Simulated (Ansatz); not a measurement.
**Two structures of Pb: comparison of enthalpies under pressure in Python**

One table from this session's results is given with a row withheld; the runs are named, their logs left out.

All numbers are computed with Ansatz 0.2.0 through its Python package. Level of theory: DFT PBE, plane waves, PAW.

## Starting point

Pb Fd-3m: The structure is cubic, space group Fd-3m (No. 227). Conventional cell: a = 6.810 Å, b = 6.810 Å, c = 6.810 Å, α = 90.00°, β = 90.00°, γ = 90.00°. Around Pb (site symmetry -43m) lie 4 Pb at 2.95 Å.

Pb Fm-3m: Symmetry: Fm-3m, No. 225, cubic system. Conventional cell: a = 4.950 Å, b = 4.950 Å, c = 4.950 Å, α = 90.00°, β = 90.00°, γ = 90.00°. Pb (site symmetry m-3m) has 12 Pb at 3.50 Å as nearest neighbours.

No structure file is read: the coordinates are typed or built in the script.

Set-up of the first run:

File run_transition.py:

```python
import ansatz as az
import numpy as np

K_SPACING = 0.15
SMEARING = "fermi_dirac"
WIDTH_EV = 0.05


def diamond(first, a):
    return az.Crystal.diamond(first, a=a)


def fcc(A, a):
    return (
        az.Lattice.fcc(a)
        .space_group(225)
        .atom(A, (0, 0, 0))
        .primitive()
    )


def run_phase(name, crystal, pressure=0.0):
    calc = (
        crystal.calculation()
        .basis(18 * az.Ha)
        .kpoints(spacing=K_SPACING)
        .occupations(SMEARING, width=WIDTH_EV)
    )
    calc = calc.relax(force_tolerance=0.03, max_steps=40, cell=True, pressure=pressure)
    return calc.run(threads=1)


def volume_per_atom(outcome):
    return abs(np.linalg.det(outcome.lattice.cell_ang)) / len(outcome.lattice.sites)

phases = {}
phases["diamond"] = diamond("Pb", 6.81)
phases["fcc"] = fcc("Pb", 4.95)

pressures = [0, 20, 40, 60]
enthalpy, volume = {name: [] for name in phases}, {name: [] for name in phases}
for p in pressures:
    for name, crystal in phases.items():
        o = run_phase(name, crystal, pressure=p)
        volume[name].append(volume_per_atom(o))
        enthalpy[name].append(o.report["energy_sigma0_ev"] / len(o.lattice.sites) + p * volume[name][-1] / 160.21766)
gap = np.array(enthalpy["fcc"]) - np.array(enthalpy["diamond"])
rows = [(p, va, vb, 1000 * d) for p, va, vb, d in zip(pressures, volume["diamond"], volume["fcc"], gap)]
print("| P (GPa) | V diamond (A^3/atom) | V fcc (A^3/atom) | H(fcc) - H(diamond) (meV/atom) |")
print("| --- | --- | --- | --- |")
for row in rows:
    print(f"| {row[0]:d} | {row[1]:.3f} | {row[2]:.3f} | {row[3]:+.1f} |")
crossings = [p0 - g0 * (p1 - p0) / (g1 - g0) for p0, p1, g0, g1 in zip(pressures, pressures[1:], gap, gap[1:]) if g0 * g1 < 0]
print("crossing near", [round(float(p), 1) for p in crossings], "GPa") if crossings else print("no crossing in this range")
```

Launch:

```sh
> python run_transition.py
```

One table of the session follows, with a row left open; its other results are not shown here.

It belongs to the step «What each run gave». Enthalpy H = E + pV of the second structure less the first:

| pressure (GPa) | ΔH (meV/atom) |
| --- | --- |
| 0 | -263.2 |
| 20 | ? |
| 40 | -2039.5 |
| 60 | -2667.4 |

Estimate the missing values for pressure (GPa) = 20.

Worked estimate for «ΔH (meV/atom)». A straight line through the neighbours (0, -263.2) and (40, -2039.5) gives -263.2 + (-2039.5 + 263.2) × (20 − 0) / (40 − 0) = -1151.3; a parabola fitted to 3 rows on both sides gives -1238.1.

As computed: ΔH (meV/atom): -1301.1. In «ΔH (meV/atom)» the line misses by +149.8 and the parabola by +63.0.

Limits of these values: Only these two structures are compared, at zero temperature and with their symmetry kept; either may be hypothetical, and another phase may be lower than both.
